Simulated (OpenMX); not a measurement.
Wanted: the native input for an OpenMX 3.8.5 run.

```
Task                : single point
Functional          : PBE
Potentials or basis : OpenMX 2013 PBE set, Mg7.0-s3p2d1, B7.0-s2p2d1, grid cutoff 500 Ry
k mesh              : 7 × 7 × 7
Occupations         : fermi-dirac, width 0.05 eV
Spin                : no spin polarisation
Mixing scheme       : rmm-diisk
SCF threshold       : 1e-08 Ha
Solver              : band
Max SCF cycles      : 100
```

The system is MgB2.

```
Mg B
1.0
     3.16517    0.00000    0.00000
    -1.58258    2.74111    0.00000
     0.00000    0.00000    3.61455
Mg B
1 2
Direct
  0.00000 0.00000 0.00000
  0.66667 0.33333 0.50000
  0.33333 0.66667 0.50000
```

The input as run:

MgB2.dat

```
System.CurrrentDirectory             ./
System.Name                          MgB2
DATA.PATH                            ./DFT_DATA13
level.of.stdout                      1
level.of.fileout                     0
Species.Number                       2
<Definition.of.Atomic.Species
  Mg  Mg7.0-s3p2d1           Mg_PBE13
  B   B7.0-s2p2d1            B_PBE13
Definition.of.Atomic.Species>

Atoms.Number                         3
Atoms.SpeciesAndCoordinates.Unit     FRAC
<Atoms.SpeciesAndCoordinates
    1  Mg    0.0000000000    0.0000000000    0.0000000000   4.000  4.000
    2  B     0.6666666667    0.3333333333    0.5000000000   1.500  1.500
    3  B     0.3333333333    0.6666666667    0.5000000000   1.500  1.500
Atoms.SpeciesAndCoordinates>

Atoms.UnitVectors.Unit               Ang
<Atoms.UnitVectors
     3.1651654773    0.0000000000    0.0000000000
    -1.5825827386    2.7411137105    0.0000000000
     0.0000000000    0.0000000000    3.6145471561
Atoms.UnitVectors>

scf.XcType                           GGA-PBE
scf.SpinPolarization                 off
scf.ElectronicTemperature            580.226
scf.energycutoff                     500.0
scf.maxIter                          100
scf.EigenvalueSolver                 band
scf.Kgrid                            7 7 7
scf.Mixing.Type                      rmm-diisk
scf.Init.Mixing.Weight               0.05
scf.Min.Mixing.Weight                0.001
scf.Max.Mixing.Weight                0.3
scf.Mixing.History                   25
scf.Mixing.StartPulay                8
scf.criterion                        1.0e-8
scf.stress.tensor                    on
MD.Type                              nomd
```

Potentials or basis: OpenMX 2013 PBE set, Mg7.0-s3p2d1, B7.0-s2p2d1, grid cutoff 500 Ry.

Command:

```bash
$ openmx MgB2.dat -nt 1 > MgB2.std
```

It gave:

The pressure is -10.3 GPa and the largest force is 0.007 eV/Å. The band gap on the k mesh is none (metal or under the smearing width).

Caveat: the basis of atomic orbitals isn't converged, which shifts pressures, moduli and gaps.

It took 5.5 min on 1 thread of Intel(R) Xeon(R) Platinum 8375C CPU @ 2.90GHz (Ice Lake), on a shared host, peak memory 0.98 GiB.
